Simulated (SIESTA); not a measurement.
Crystal: YN.

```
Y N
1.0
     3.44856    0.00000    0.00000
     1.72428    2.98654    0.00000
     1.72428    0.99551    2.81574
Y N
1 1
Cartesian
  0.0000 0.0000 0.0000
  3.4486 1.9910 1.4079
```

Base run:

| Quantity | Value |
| --- | --- |
| Program | SIESTA 5.4.2 |
| Functional | optB88-vdW |
| Potentials or basis | PseudoDojo 0.4 standard (PBE files) |
| Basis | DZP (energy shift 0.003 Ry; two zetas on semicore shells) |
| Grid cutoff | 800 Ry |
| Energy shift | 0.003 Ry |
| k mesh | 9 × 9 × 9 |
| Occupations | fermi-dirac, width 0.05 eV |
| Spin | no spin polarisation |

Its results: band gap on the k mesh 0.17 eV, indirect (least direct gap 0.58 eV); pressure 4.0 GPa.

**Question.** After a change of settings the same cell gave: band gap on the k mesh 0.08 eV, indirect (least direct gap 0.50 eV); pressure 0.5 GPa. Which change was it?
A. functional from optB88-vdW to vdW-DF
B. functional from optB88-vdW to vdW-DF2
C. functional from optB88-vdW to VV10
D. functional from optB88-vdW to vdW-DF-cx

**Answer.** D.

Caveats: the potentials were made for another functional, which shifts forces and pressure; the basis of atomic orbitals isn't converged, which shifts pressures, moduli and gaps.
